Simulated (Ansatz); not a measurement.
# TiGe2As4 bilayer (AB) in a perpendicular field, part 3 of 3

What dipole does a perpendicular field induce in the TiGe2As4 bilayer (AB)? A positive field points along +c.

Ansatz 0.2.0; plane-wave DFT, PBE-D4, Ansatz PAW.

So far. Step 8 (Atoms held, field 0.3 V/Å): The dipole is 0.502 e·Å, 0.503 e·Å from its value without field. Step 9 (Response, atoms held): The induced dipole is that of a conductor 24.98 Å thick.

## (10) Varying the input

This step: plane-wave DFT, PBE-D4, Ansatz PAW (Ansatz 0.2.0).

A run with a changed input: it repeats the earlier run at 0.05 V/Å with kpoints.mp_grid.grid from [12, 12, 1] to [10, 10, 1], scf.algorithm to density_mixing and total_charge to -1.

Contents of input.yaml:

```yaml
crystal:
  lattice:
    - [3.745870693, 0.0, 0.0]
    - [-1.8729353465, 3.2440191794, 0.0]
    - [0.0, 0.0, 40.8272649239]
  atoms:
    - { symbol: As, position: [0.0, 0.0, 0.2204409239] }
    - { symbol: Ge, position: [0.3333333333, 0.6666666667, 0.2486407116] }
    - { symbol: As, position: [0.3333333333, 0.6666666667, 0.30825866] }
    - { symbol: Ti, position: [0.0, 0.0, 0.3434922555] }
    - { symbol: As, position: [0.3333333333, 0.6666666667, 0.3785616235] }
    - { symbol: Ge, position: [0.3333333333, 0.6666666667, 0.4381408125] }
    - { symbol: As, position: [0.0, 0.0, 0.4664886995] }
    - { symbol: As, position: [0.3333333333, 0.6666666667, 0.5335595843] }
    - { symbol: Ge, position: [0.6666666667, 0.3333333333, 0.5616910707] }
    - { symbol: As, position: [0.6666666667, 0.3333333333, 0.6213721542] }
    - { symbol: Ti, position: [0.3333333333, 0.6666666667, 0.6565378637] }
    - { symbol: As, position: [0.6666666667, 0.3333333333, 0.6917408119] }
    - { symbol: Ge, position: [0.6666666667, 0.3333333333, 0.7513490111] }
    - { symbol: As, position: [0.3333333333, 0.6666666667, 0.7795590761] }
kpoints:
  mp_grid: { grid: [10, 10, 1] }
  band_path:
    path: [[0, 0, 0], [0.5, 0, 0], [0.33333333, 0.33333333, 0], [0, 0, 0]]
    npoints: 16
hamiltonian:
  xc: pbe
  dispersion: d4
scf:
  occupations: { method: fermi_dirac, width: 0.02585 }
  convergence: { dr2_threshold: 1.0e-10 }
  algorithm: density_mixing
efield:
  axis: 3
  dipole_correction: true
  ramp_position: 0.97
  ramp_width: 0.06
  amplitude: 0.05
output:
  write_potential: true
  write_density: true
  volumetric_format: npy
total_charge: -1
```

Run with:

```
ansatz run input.yaml --threads 4 --pin off --max-ram 12288MiB --backend cpu --events-out ev --progress --plain --runs-dir out
```

Numbers of over 12 decimals in the logs are rounded to 6 here.

What it wrote:

```text
Error: efield: with total_charge ≠ 0 without external_charges — the saw-weighted dipole of a charged cell depends on the ramp position (the isolated-slab reference a dipole correction restores does not exist for a charged slab), so the field energy is ill-defined under the jellium convention; neutralise the cell or drop the efield: block, which crystal.periodic lets a charged slab do
```

Elapsed: 0.02 s, on 4 threads of Arm Neoverse V2, shared host; peak memory 0.031 GiB.

The input was rejected at the start.

The program's message: “Error: efield: with total_charge ≠ 0 without external_charges — the saw-weighted dipole of a charged cell depends on the ramp position (the isolated-slab reference a dipole correction restores does no …”

## (11) A changed input: basis.xc_grid = 1 and scf.n_extra_bands = 16

Another changed input: it repeats the earlier run at 0.05 V/Å with basis.xc_grid to 1 and scf.n_extra_bands to 16.

input.yaml: that of step 10 with these lines changed.

```diff
@@ -21,3 +21,3 @@
 kpoints:
-  mp_grid: { grid: [10, 10, 1] }
+  mp_grid: { grid: [12, 12, 1] }
   band_path:
@@ -31,3 +31,3 @@
   convergence: { dr2_threshold: 1.0e-10 }
-  algorithm: density_mixing
+  n_extra_bands: 16
 efield:
@@ -42,2 +42,3 @@
   volumetric_format: npy
-total_charge: -1
+basis:
+  xc_grid: 1
```

What it wrote:

```text
[...]
Crystal: 14 atoms, lattice volume = 496.120 Å³
Basis set: ecut = 420 eV, 9737 PW (Γ)
Bands: 116, of which v1, the nominal top of the filled ones, is band 100 counted from 1 (99 counted from 0)
Symmetry: 6 space group operations
[...]
k-points: 19 of 144 (time reversal used)
[...]
SCF iter   1: F=—  HF=-61036.890005 eV  |F-HF|=—  |Δ(HF+E_count)|=         —  Δρ=2.70e-2  dr2=1.22e1  ethr=3.10e-3  p=0.085 e·Å  D=3.09e-2 V/Å  ΔV_dip=-1.26 eV  dr2_dipole=7.74e-4  V_vac-E_F(+/−)=6.89/6.27 eV  ⟨swp⟩=6.6  Hψ=8243  notcnv=0  defer=39
[...]
SCF iter  13: F=-61035.507493 eV  HF=-61035.507493 eV  |F-HF|=5.17e-10  |Δ(HF+E_count)|=  1.24e-10  Δρ=5.72e-8  dr2=3.20e-11  ethr=1.00e-12  p=0.083 e·Å  D=3.02e-2 V/Å  ΔV_dip=-1.23 eV  dr2_dipole=1.26e-12  V_vac-E_F(+/−)=5.37/4.72 eV  ⟨swp⟩=11.7  Hψ=7007  notcnv=0
SCF 1 converged in 13 iterations: F = -61035.507493 eV  dr2 = 3.20e-11
[...]
SCF converged after 13 iterations
Free energy (F): -61035.507493 eV
[...]
Internal energy: -61035.501923 eV  (E = F + TS)
E sigma→0 (E₀):  -61035.504708 eV
Entropy (-TS):   -0.005571 eV (-0.398 meV/atom)
Fermi energy:    3.782646 eV
Dipole field:    D = 0.030215 V/Å  (p = 0.082842 e·Å, saw-weighted, corrected)
Work function:   not extracted (applied field tilts the vacuum); planar V_es + V_field profile in the machine report
[...]
--- Band table (eV; the first three rows and the last of 19) ---
  k-point 0: bands = [... 96 lower, 3.7900, 3.7900, 3.8238, 3.8238, 4.3605, 4.8360, 5.3862, 5.5357, ... 12 higher]
  k-point 1: bands = [... 96 lower, 3.6603, 3.6851, 3.7201, 3.7408, 4.5400, 4.8212, 5.9026, 6.0093, ... 12 higher]
  k-point 2: bands = [... 96 lower, 3.3035, 3.4360, 3.4704, 3.6080, 4.4857, 4.5536, 5.7410, 5.8686, ... 12 higher]
  k-point 18: bands = [... 96 lower, 2.2896, 2.3586, 3.0261, 3.0532, 4.6136, 4.6451, 4.9233, 5.0804, ... 12 higher]
```

Elapsed: 96 s, on 4 threads; peak memory 2.4 GiB.

This step gave:

```yaml
energy_at_zero_smearing: -61035.5047 eV
dipole_along_the_normal: 0.08284 e·Å
```

The electronic bands at the labelled points (eV, zero at the Fermi level):

```csv
point,band 97,band 98,band 99,band 100,band 101,band 102,band 103,band 104
Γ,0.01,0.01,0.04,0.04,0.58,1.05,1.60,1.75
halfway,-0.84,-0.63,-0.60,-0.46,0.43,0.50,1.63,1.84
M,-1.11,-1.07,-0.51,-0.47,-0.05,0.03,1.11,1.43
halfway,-1.43,-1.25,-0.93,-0.80,0.44,0.48,1.27,1.34
K,-1.49,-1.42,-0.76,-0.73,0.83,0.86,1.14,1.30
halfway,-0.97,-0.76,-0.71,-0.42,0.45,0.49,1.87,1.94
Γ,0.01,0.01,0.04,0.04,0.58,1.05,1.60,1.75
```

```csv
quantity,this run,earlier run,difference
dipole along the normal (e·Å),0.08284,0.08284,1.8e-7
```

The dipole moves by under 0.5 % or 5e-5 e·Å.

Of the bands kept, 5 cross the Fermi level on this path.

## (12) Results

```json
{
  "gap without field": "none",
  "work function, upper face": "5.07 eV",
  "equivalent conductor thickness, atoms held": "25.0 Å"
}
```

**Reading.** The induced dipole equals that of a perfect conductor 24.98 Å thick, while the outer atoms lie 22.83 Å apart. There is no gap over 0.03 eV, with or without the field. The main runs have no spin polarisation; a magnetic state could lie lower and would change these results. Spin-orbit coupling is left out. The outer anions sit over the metal atoms, one of several polytypes of such layers and not the lowest for every compound.

[Logs are printed without paths, hosts, clocks, repeated set-up lines and the standing remarks that a program may print on its own settings, such as how far it seeks lower states.]

[Hosts, paths, dates, database ids (printed as entryN), source tags and the programs' standing remarks are cut or masked in the printed files.]

[Maps of the electrostatic potential energy from Ansatz leave out the sawtooth potential of an applied field or a dipole correction, so their vacuum need not be flat; planar profiles and work functions include it.]
